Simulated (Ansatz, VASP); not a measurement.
# BAs5 in VASP and in Ansatz

```
B As
1.0
     5.36751    0.00000    0.00000
    -2.68376    4.64840    0.00000
     0.00000    0.00000    7.03639
B As
1 5
Direct
  0.00000 0.00000 0.00000
  0.50000 0.00000 0.50000
  0.00000 0.50000 0.50000
  0.50000 0.50000 0.50000
  0.00000 0.00000 0.26691
  0.00000 0.00000 0.73309
```

Alike in both runs: functional PBE; k mesh 6 × 6 × 2; occupations gaussian, width 0.1 eV; no spin polarisation.

Ansatz relaxed the structure, and its values are those at the end. VASP's run is a single point on that final structure, the one shown.

```csv
,VASP,Ansatz
version,VASP 6.6.1,Ansatz 0.2.0
potentials or method,"VASP PAW PBE potentials, release 64 (B, As)","scalar-relativistic, plane waves, PAW"
plane-wave cutoff (eV),520,420
valence electrons in the cell,28,78
```

Ansatz gave:

* gap on the k mesh at the Fermi level (eV): none
* pressure (GPa): 0.0
* rms of the force components (eV/Å): 0.001

Problem. Which values does VASP return?

Solution. gap on the k mesh at the Fermi level (eV): none; pressure (GPa): 0.1; rms of the force components (eV/Å): 0.029.

A gap of «none» marks a metal or a gap that the smearing closes. The two sets of potentials don't hold the same shells in valence.

Caveats: the k mesh is coarse (spacing up to 0.45 Å⁻¹), so the values aren't converged.
